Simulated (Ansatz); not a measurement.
# Phases of Si at 13 GPa

Structure types of Si are relaxed in primitive cells with their symmetry kept at 13 GPa, first on PAW files, then by LAPW. The enthalpy is E + pV at zero temperature, without zero-point motion. Only the types listed were tried, and differences under about 5 meV/atom are mesh noise.

All numbers are PBE results (scalar-relativistic) from Ansatz 0.2.0, with Fermi–Dirac smearing of 0.08 eV, no spin polarisation. Methods: LAPW: all electrons, basis error target 0.5 meV/atom; PAW: frozen-core files, cutoff 420 eV.

k meshes: fcc 17×17×17, bcc 18×18×18, hcp 16×16×9, diamond 13×13×13, omega 9×9×12, sc 15×15×15.

Which type is lowest in enthalpy, and by how much?

diamond, 25 meV/atom below sc. The whole table:

| start type | ends as | a, b, c (Å) | V (Å³/atom) | H − H(lowest), LAPW (meV/atom) | same, PAW |
| --- | --- | --- | --- | --- | --- |
| fcc | fcc, Fm-3m | 3.717, 3.717, 3.717 | 12.84 | 77.3 | 75.4 |
| bcc | bcc, Im-3m | 2.972, 2.972, 2.972 | 13.12 | 82.9 | 81.2 |
| hcp | hcp, P6_3/mmc | 2.590, 2.590, 4.401 | 12.78 | 38.8 | 36.9 |
| diamond | diamond, Fd-3m | 5.264, 5.264, 5.264 | 18.23 | 0.0 | 0.0 |
| omega | omega, P6/mmm | 4.279, 4.279, 2.506 | 13.25 | 64.1 | 62.4 |
| sc | sc, Pm-3m | 2.446, 2.446, 2.446 | 14.63 | 25.4 | 24.6 |

Split the lead of diamond over sc into energy and pV.

For sc less diamond: ΔE = +317.4 meV/atom, and p·ΔV = 13 GPa × -3.5993 Å³ × 6.242 meV/(GPa·Å³) = -292.0 meV/atom, together 25.4 meV/atom. diamond wins by its internal energy, though it is the less dense.

Would sc gain on diamond at higher pressure?

Yes: dH/dp = V, and its volume is smaller by 3.60 Å³/atom. Held constant, that would close the gap after about 1.1 GPa more, a rough figure, since the volume difference changes with pressure.
